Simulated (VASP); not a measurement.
**NaCl: relaxation of cell and atoms with PBE**

NaCl:

```
Na Cl
1.0
     0.00000    2.60293    2.60293
     2.60293    0.00000    2.60293
     2.60293    2.60293    0.00000
Na Cl
1 1
Direct
  0.00000 0.00000 0.00000
  0.50000 0.50000 0.50000
```

```
Program                : VASP 6.6.1
Task                   : relaxation of cell and atoms
Functional             : PBE
Potentials or basis    : VASP PAW PBE potentials, release 64 (Na_pv, Cl)
Cutoff                 : 600 eV
k mesh                 : 8 × 8 × 8
Occupations            : gaussian, width 0.03 eV
Spin                   : no spin polarisation
Target pressure        : 12 GPa
Further INCAR settings : ALGO = Normal; EDIFF = 1e-07; IBRION = 2; EDIFFG = -0.005; NSW = 90; ISIF = 3
Target pressure        : 12 GPa
```

The pressure after relaxing is 12.0 GPa. The band gap on the k mesh is 6.22 eV, direct.

Final structure:
```xyz
2
Lattice="0.0000 2.6029 2.6029 2.6029 0.0000 2.6029 2.6029 2.6029 0.0000" Properties=species:S:1:pos:R:3 pbc="T T T"
Na    0.0000    0.0000    0.0000
Cl    2.6029    2.6029    2.6029
```

Levels at points of the mesh, in eV from the valence-band top:
```
           k point  band 5  band 6  band 7  band 8  band 9  band 10
(0.00, 0.00, 0.00)    0.00    0.00    0.00    6.22   11.26    11.26
(0.50, 0.00, 0.00)   -2.78   -0.44   -0.44    7.65   11.50    11.50
(0.50, 0.50, 0.00)   -2.39   -0.87   -0.87    7.73    8.22    13.19
```

It took 8.1 s on 1 thread of Intel(R) Xeon(R) 6975P-C (Granite Rapids), with other jobs on the host, peak memory 0.16 GiB.

Caveat: the relaxation stopped at its first step, so nothing moved; the cell is relaxed towards a set pressure, so the enthalpy falls and the energy may rise.
